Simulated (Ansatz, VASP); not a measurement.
# Os: VASP beside Ansatz

```
Os
1.0
     2.34988    0.00000    0.00000
     0.00000    2.34988    0.00000
     0.00000    0.00000    2.34988
Os
1
Cartesian
  0.0000 0.0000 0.0000
```

Change from the starting cell: volume scaled by 0.8, LAPW.

Alike in both runs: task single point; functional PBEsol; k mesh 15 × 15 × 15; occupations fermi-dirac, width 0.1 eV; no spin polarisation.

|  | VASP | Ansatz |
| --- | --- | --- |
| version | VASP 6.6.1 | Ansatz 0.2.0 |
| potentials or method | VASP PAW PBE potentials, release 64 (Os), cutoff 520 eV | all-electron LAPW, scalar-relativistic |

```tsv
	VASP	Ansatz	Ansatz less VASP
pressure (GPa)	112.8	109.8	-3.02
```

Ansatz ran all-electron here, so the differences hold the error of VASP's frozen core and of both bases.

Caveats: the cell as given lies far from equilibrium; so large a pressure means that the cell lies far from this level's equilibrium, or that cutoff or potentials fall short (VASP); the potentials were made for another functional, which shifts forces and pressure (VASP). The runs have no spin-orbit coupling, so splittings on Os are missing.
